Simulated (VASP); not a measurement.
# V (P6_3/mmc) in VASP: further runs

Runs on V. Level: revPBE. Tasks: single point.

Everything below comes from runs of VASP 6.6.1. Logs are shortened: lines on timing, memory, paths and dates and some standing lists are left out, and cuts for length are marked.

## (1) Starting point

The structure is hexagonal, space group P6_3/mmc (No. 194). The conventional cell has a = 2.632 Å, b = 2.632 Å, c = 4.705 Å, α = 90.00°, β = 90.00°, γ = 120.00°. V (site symmetry -6m2) is surrounded by 12 V at 2.63 to 2.80 Å.

This isn't the form of V at room conditions, which is bcc.

## (2) Single point, revPBE

The input, INCAR:

```
PREC = Accurate
ENCUT = 520
EDIFF = 1E-6
ISMEAR = -1
SIGMA = 0.1
LREAL = F
LASPH = T
NELM = 80
ALGO = Fast
ISIF = 2
LWAVE = F
LCHARG = F
GGA = RE
NBANDS = 20
```

The input, KPOINTS:

```
Automatic mesh
0
Gamma
  22 22 11
```

The input, POSCAR:

```
V
1.0
    2.6318171184      0.0000000000      0.0000000000
   -1.3159085592      2.2792204826      0.0000000000
    0.0000000000      0.0000000000      4.7048099934
V
2
Direct
    0.3333333333      0.6666666667      0.2500000000
    0.6666666667      0.3333333333      0.7500000000
```

Potentials or basis: VASP PAW PBE potentials, release 64 (V_sv).

The run is started by

```bash
> cat potpaw_PBE.64/V_sv/POTCAR > POTCAR
> mpirun -np 1 vasp_std > vasp.out
```

OUTCAR:

```text
PREC = Accurate
   ENCUT = 520
   EDIFF = 1E-6
   ISMEAR = -1
   LREAL = F
   LASPH = T
   NELM = 80
   ISIF = 2
   GGA = RE

 ion  position               nearest neighbor table
   1  0.333  0.667  0.250-   2 2.80   2 2.80   2 2.80   2 2.80   2 2.80   2 2.80
   2  0.667  0.333  0.750-   1 2.80   1 2.80   1 2.80   1 2.80   1 2.80   1 2.80

  LATTYP: Found a hexagonal cell.
 ALAT       =     2.6318171184
 C/A-ratio  =     1.7876660048

  Lattice vectors:

 A1 = (   2.6318171184,   0.0000000000,   0.0000000000)
 A2 = (  -1.3159085592,   2.2792204826,   0.0000000000)
 A3 = (   0.0000000000,   0.0000000000,   4.7048099934)

Analysis of symmetry for initial positions (statically):
=====================================================================
 Subroutine PRICEL returns:
 Original cell was already a primitive cell.

 Routine SETGRP: Setting up the symmetry group for a
 hexagonal supercell.

 Subroutine GETGRP returns: Found 24 space group operations
 (whereof 12 operations were pure point group operations)
 out of a pool of 24 trial point group operations.

The static configuration has the point symmetry D_3d.
 The point group associated with its full space group is D_6h.

Analysis of symmetry for dynamics (positions and initial velocities):
=====================================================================
 Subroutine PRICEL returns:
 Original cell was already a primitive cell.

 Routine SETGRP: Setting up the symmetry group for a
 hexagonal supercell.

 Subroutine GETGRP returns: Found 24 space group operations
 (whereof 12 operations were pure point group operations)
 out of a pool of 24 trial point group operations.

The dynamic configuration has the point symmetry D_3d.
 The point group associated with its full space group is D_6h.

 Subroutine INISYM returns: Found 24 space group operations
 (whereof 12 operations are pure point group operations),
 and found     1 'primitive' translations

----------------------------------------------------------------------------------------

                                     Primitive cell

  volume of cell :      28.2218

  direct lattice vectors                    reciprocal lattice vectors
     2.631817118  0.000000000  0.000000000     0.379965611  0.219373248  0.000000000
    -1.315908559  2.279220483  0.000000000     0.000000000  0.438746496  0.000000000
     0.000000000  0.000000000  4.704809993     0.000000000  0.000000000  0.212548435

  length of vectors
     2.631817118  2.631817118  4.704809993     0.438746496  0.438746496  0.212548435

  position of ions in fractional coordinates (direct lattice)
     0.333333333  0.666666667  0.250000000
     0.666666667  0.333333333  0.750000000

  ion indices of the primitive-cell ions
   primitive index   ion index
                 1           1
                 2           2

----------------------------------------------------------------------------------------

 KPOINTS: Automatic mesh

Automatic generation of k-mesh.
 Grid dimensions read from file:
 generate k-points for:   22   22   11

 Generating k-lattice:

  Cartesian coordinates                     Fractional coordinates (reciprocal lattice)
     0.017271164  0.009971511  0.000000000     0.045454545  0.000000000  0.000000000
     0.000000000  0.019943023  0.000000000     0.000000000  0.045454545  0.000000000
     0.000000000  0.000000000  0.019322585     0.000000000  0.000000000  0.090909091

  Length of vectors
     0.019943023  0.019943023  0.019322585

  Shift w.r.t. Gamma in fractional coordinates (k-lattice)
     0.000000000  0.000000000  0.000000000

 Subroutine IBZKPT returns following result:
 ===========================================

 Found    312 irreducible k-points:

 Following reciprocal coordinates:
            Coordinates               Weight
  0.000000  0.000000  0.000000      1.000000
  0.045455  0.000000  0.000000      6.000000
  0.090909  0.000000  0.000000      6.000000
  0.136364  0.000000  0.000000      6.000000
  0.181818  0.000000  0.000000      6.000000
  0.227273  0.000000  0.000000      6.000000
[... 16 lines left out ...]
  0.090909  0.090909  0.000000      6.000000
  0.136364  0.090909  0.000000     12.000000
 [... further k-points ...]
   k-points           NKPTS =    312   k-points in BZ     NKDIM =    312   number of bands    NBANDS=     20
   number of dos      NEDOS =    301   number of ions     NIONS =      2
   total plane-waves  NPLWV =  14400
   dimension x,y,z NGX =    20 NGY =   20 NGZ =   36
   dimension x,y,z NGXF=    40 NGYF=   40 NGZF=   72
   ions per type =               2
   NGX,Y,Z   is equivalent  to a cutoff of  12.63, 12.63, 12.72 a.u.
   NGXF,Y,Z  is equivalent  to a cutoff of  25.27, 25.27, 25.44 a.u.
 SYSTEM =  unknown system
   PREC   = accura    normal or accurate (medium, high low for compatibility)
   ISTART =      0    job   : 0-new  1-cont  2-samecut
   ICHARG =      2    charge: 1-file 2-atom 10-const
   ISPIN  =      1    spin polarized calculation?
   LNONCOLLINEAR =      F non collinear calculations
   LSORBIT =      F    spin-orbit coupling
   LASPH  =      T    aspherical Exc in radial PAW
   ENCUT  =  520.0 eV  38.22 Ry    6.18 a.u.   4.89  4.89  8.75*2*pi/ulx,y,z
   NELM   =     80;   NELMIN=  2; NELMDL= -5     # of ELM steps
   EDIFF  = 0.1E-05   stopping-criterion for ELM
   LREAL  =      F    real-space projection
   EDIFFG = 0.1E-04   stopping-criterion for IOM
   NSW    =      0    number of steps for IOM
   IBRION =     -1    ionic relax: 0-MD 1-quasi-New 2-CG
   NFREE  =      0    steps in history (QN), initial steepest desc. (CG)
   ISIF   =      2    stress and relaxation
   ISYM   =      2    0-nonsym 1-usesym 2-fastsym
   POTIM  = 0.5000    time-step for ionic-motion
   TEBEG  =    0.0;   TEEND  =   0.0 temperature during run
   PSTRESS=    0.0 pullay stress
   NELECT =      26.0000    total number of electrons
   NUPDOWN=      -1.0000    fix difference up-down
   EMIN   =  10.00;   EMAX   =-10.00  energy-range for DOS
   EFERMI =   0.00;   METHOD = LEGACY
   ISMEAR =    -1;   SIGMA  =   0.10  broadening in eV -4-tet -1-fermi 0-gaus
   EFERMI_NEDOS =   21; number of points for ismear=-14 and -15
   IALGO  =     68    algorithm
   IMIX   =      4    mixing-type and parameters
     AMIX     =   0.40;   BMIX     =  1.00
     AMIX_MAG =   1.60;   BMIX_MAG =  1.00
  volume/ion in A,a.u.               =      14.11        95.22
  Fermi-wavevector in a.u.,A,eV,Ry     =   1.592959  3.010256 34.525029  2.537518
  Thomas-Fermi vector in A             =   2.691263
   LORBIT       =      0    0 simple, 1 ext, 2 COOP (PROOUT), +10 PAW based schemes
   GGA     = RE    functional components
   LHFCALC =     F    Hartree Fock is set to
   AEXX    =    0.0000 exact exchange contribution
   IVDW    =     0    specifies the selected vdW correction
   LEPSILON=     F    determine dielectric tensor
   LRPA    =     F    only Hartree local field effects (RPA)
 non-spin polarized calculation
 RMM-DIIS sequential band-by-band and
  energy-cutoff  :      520.00
  volume of cell :       28.22
 maximum number of plane-waves:       780
 NGX is ok and might be reduce to    20
   NGX =  9   NGY =  9   NGZ = 17

 number of electron      26.0000007 magnetization

 Free energy of the ion-electron system (eV)
  ---------------------------------------------------
  ext. energy  EPLUGINS =         0.00000000
  ---------------------------------------------------
  free energy    TOTEN  =       -16.78841564 eV

  energy without entropy =      -16.66753089  energy(sigma->0) =      -16.72797326

 E-fermi :   9.5745     XC(G=0): -12.5516

 val. band max:        9.5735083124   @ k =   0.2727   0.2727   0.0000
 cond. band min:       9.5782174356   @ k =   0.2273   0.1364   0.2727
 fundamental gap:      0.0047091232
 Fermi energy:         9.5744871850

 k-point     1 :       0.0000    0.0000    0.0000
  band No.  band energies     occupation
      1     -54.5772      2.00000
      2     -54.4723      2.00000
      3     -28.6133      2.00000
      4     -27.9961      2.00000
      5     -27.9035      2.00000
      6     -27.9035      2.00000
[... 12 lines left out ...]
     19      12.3782      0.00000
     20      12.3782      0.00000

 k-point     2 :       0.0455    0.0000    0.0000
  band No.  band energies     occupation
      1     -54.5739      2.00000
      2     -54.4699      2.00000
      3     -28.6080      2.00000
      4     -27.9966      2.00000
      5     -27.9194      2.00000
      6     -27.9078      2.00000
[... 12 lines left out ...]
     19      12.3891      0.00000
     20      12.5555      0.00000

 k-point     3 :       0.0909    0.0000    0.0000
  band No.  band energies     occupation
      1     -54.5641      2.00000
      2     -54.4630      2.00000
      3     -28.5925      2.00000
      4     -27.9981      2.00000
      5     -27.9658      2.00000
      6     -27.9203      2.00000
[... 12 lines left out ...]
     19      12.4162      0.00000
     20      13.0042      0.00000

 k-point     4 :       0.1364    0.0000    0.0000
  band No.  band energies     occupation
      1     -54.5487      2.00000
      2     -54.4521      2.00000
      3     -28.5676      2.00000
      4     -28.0391      2.00000
      5     -28.0010      2.00000
      6     -27.9815      2.00000
[... 12 lines left out ...]
     19      12.4478      0.00000
     20      13.6100      0.00000

 k-point     5 :       0.1818    0.0000    0.0000
  band No.  band energies     occupation
      1     -54.5286      2.00000
      2     -54.4384      2.00000
      3     -28.5346      2.00000
      4     -28.1332      2.00000
      5     -28.0743      2.00000
      6     -28.0057      2.00000
[... 12 lines left out ...]
     19      12.4749      0.00000
     20      14.3087      0.00000
[... 353 lines left out ...]
      6     -28.1048      2.00000
[... 12 lines left out ...]
     19      13.3527      0.00000
     20      16.3845      0.00000

 k-point    22 :       0.4545    0.0455    0.0000
  band No.  band energies     occupation
      1     -54.3991      2.00000
      2     -54.3655      2.00000
      3     -28.6760      2.00000
      4     -28.5886      2.00000
      5     -28.2827      2.00000
      6     -28.1129      2.00000
[... 12 lines left out ...]
     19      13.8875      0.00000
     20      15.6747      0.00000

 k-point    23 :       0.0909    0.0909    0.0000
  band No.  band energies     occupation
      1     -54.5398      2.00000
      2     -54.4460      2.00000
      3     -28.5532      2.00000
      4     -28.0701      2.00000
      5     -28.0333      2.00000
      6     -28.0029      2.00000
[... 12 lines left out ...]
     19      12.4214      0.00000
     20      13.9415      0.00000

 k-point    24 :       0.1364    0.0909    0.0000
  band No.  band energies     occupation
      1     -54.5204      2.00000
      2     -54.4329      2.00000
      3     -28.5210      2.00000
      4     -28.1529      2.00000
      5     -28.1193      2.00000
      6     -28.0079      2.00000
[... 12 lines left out ...]
     19      12.4168      0.00000
     20      14.6037      0.00000

 [... further k-points ...]

------------------------ aborting loop because EDIFF is reached ----------------------------------------

  FORCE on cell =-STRESS in cart. coord.  units (eV):
  Direction    XX          YY          ZZ          XY          YZ          ZX
  --------------------------------------------------------------------------------------
  -------------------------------------------------------------------------------------
  Total        0.0524812      0.0524812      0.0637632      0.0000000      0.0000000     -0.0000000
  in kB        2.9794122      2.9794122      3.6198988      0.0000000      0.0000000     -0.0000000
  external PRESSURE =       3.1929078 kB  Pullay stress =       0.0000000 kB

 VOLUME and BASIS-vectors are now :
 -----------------------------------------------------------------------------
  energy-cutoff  :      520.00
  volume of cell :       28.22
      direct lattice vectors                 reciprocal lattice vectors
     2.631817118  0.000000000  0.000000000     0.379965611  0.219373248  0.000000000
    -1.315908559  2.279220483  0.000000000     0.000000000  0.438746496  0.000000000
     0.000000000  0.000000000  4.704809993     0.000000000  0.000000000  0.212548435

 POSITION                                       TOTAL-FORCE (eV/Angst)
 -----------------------------------------------------------------------------------
     -0.00000      1.51948      1.17620        -0.000000     -0.000000      0.000000
      1.31591      0.75974      3.52861         0.000000      0.000000      0.000000
 -----------------------------------------------------------------------------------
    total drift:                               -0.000000      0.000000     -0.000000

  FREE ENERGIE OF THE ION-ELECTRON SYSTEM (eV)
  ---------------------------------------------------
  free  energy   TOTEN  =       -16.7884156386 eV

  energy  without entropy=      -16.6675308910  energy(sigma->0) =      -16.72797326
```

Run time: 2.3 min. Hardware: 1 thread of Intel Xeon Platinum 8259CL at 2.50GHz (Skylake/Cascade Lake), shared host; peak memory 0.25 GiB.

Results:

```yaml
Free_energy: -16.7884 eV
Pressure: 0.3 GPa
Band_gap_on_the_k_mesh: none (metal or under the smearing width)
```

Caveat: the PAW data sets were made with another functional, which shifts forces and pressure a little.

## (3) Single point, revPBE

The input, INCAR:

```
PREC = Accurate
ENCUT = 520
EDIFF = 1E-6
ISMEAR = -1
SIGMA = 0.1
LREAL = F
LASPH = T
NELM = 80
ALGO = Normal
ISIF = 2
LWAVE = F
LCHARG = T
GGA = RE
LELF = T
LVHAR = T
NBANDS = 20
```

The input, KPOINTS:

```
regular mesh
0
Gamma
  15 15 8
```

POSCAR is that of step 2.

Potentials or basis: VASP PAW PBE potentials, release 64 (V_sv).

The run is started by

```bash
> cat potpaw_PBE.64/V_sv/POTCAR > POTCAR
> mpirun -np 1 vasp_std > vasp.out
```

It took 49 s on 1 thread of Intel Xeon Platinum 8259CL at 2.50GHz (Skylake/Cascade Lake), shared host; peak memory 0.18 GiB.

Results (log left out):

```
Free energy            : -16.7891 eV
Pressure               : 0.3 GPa
Band gap on the k mesh : none (metal or under the smearing width)
```

Levels at points of the mesh, in eV from the Fermi level:
```csv
k point,band 9,band 10,band 11,band 12,band 13,band 14,band 15,band 16,band 17,band 18
"(0.00, 0.00, 0.00)",-6.82,-3.38,-0.48,-0.17,0.31,0.31,0.64,0.64,1.73,1.73
"(0.00, 0.00, 0.50)",-5.05,-5.05,-0.94,-0.94,0.34,0.34,0.34,0.34,2.43,2.43
```

Caveat: the PAW data sets were made with another functional, which shifts forces and pressure a little.

## (4) Single point, revPBE

This run uses another cell than the first one, of 14.68 Å³/atom, 1.040 times its volume.

The input, INCAR:

```
PREC = Accurate
ENCUT = 520
EDIFF = 1E-7
ISMEAR = -1
SIGMA = 0.1
LREAL = False
LASPH = True
NELM = 80
ALGO = Normal
ISIF = 2
LWAVE = False
LCHARG = False
GGA = RE
NBANDS = 20
```

KPOINTS is that of step 3.

The input, POSCAR:

```
V
1.0
    2.6664502626      0.0000000000      0.0000000000
   -1.3332251313      2.3092136654      0.0000000000
    0.0000000000      0.0000000000      4.7667224879
V
2
Direct
    0.3333333333      0.6666666667      0.2500000000
    0.6666666667      0.3333333333      0.7500000000
```

The run is started by

```bash
> cat potpaw_PBE.64/V_sv/POTCAR > POTCAR
> mpirun -np 1 vasp_std > vasp.out
```

It took 53 s on 1 thread of Intel Xeon Platinum 8259CL at 2.50GHz (Skylake/Cascade Lake), shared host; peak memory 0.18 GiB.

Results (log left out):

```
Free energy            : -16.7696 eV
Pressure               : -5.7 GPa
Band gap on the k mesh : none (metal or under the smearing width)
```

Stress tensor (GPa, compression positive):
```
-5.77  0.00  0.00
 0.00 -5.77  0.00
 0.00  0.00 -5.66
```

Levels at points of the mesh, in eV from the Fermi level:
| k point | band 10 | band 11 | band 12 | band 13 | band 14 | band 15 | band 16 | band 17 |
| --- | --- | --- | --- | --- | --- | --- | --- | --- |
| (0.00, 0.00, 0.00) | -3.28 | -0.44 | -0.22 | 0.31 | 0.31 | 0.61 | 0.61 | 1.65 |
| (0.00, 0.00, 0.50) | -4.99 | -0.90 | -0.90 | 0.34 | 0.34 | 0.34 | 0.34 | 2.31 |

Caveat: the PAW data sets were made with another functional, which shifts forces and pressure a little.

## (5) Summary

| cell | k mesh | gap on the mesh (eV) | pressure (GPa) |
| --- | --- | --- | --- |
| P6_3/mmc, 14.11 Å³/atom | 22 × 22 × 11 | none | 0.3 |
| P6_3/mmc, 14.11 Å³/atom | 15 × 15 × 8 | none | 0.3 |
| P6_3/mmc, 14.68 Å³/atom | 15 × 15 × 8 | none | -5.7 |

Alike in all rows: task single point; level revPBE; potentials or basis VASP PAW PBE potentials, release 64 (V_sv); no spin polarisation; cutoff (eV) 520; smearing fermi-dirac 0.1 eV.

Every run on the cell as given and a fine mesh finds a metal.

Caveats: the PAW data sets were made with another functional, which shifts forces and pressure a little.

Absolute energies hang on the potentials; compare differences alone.
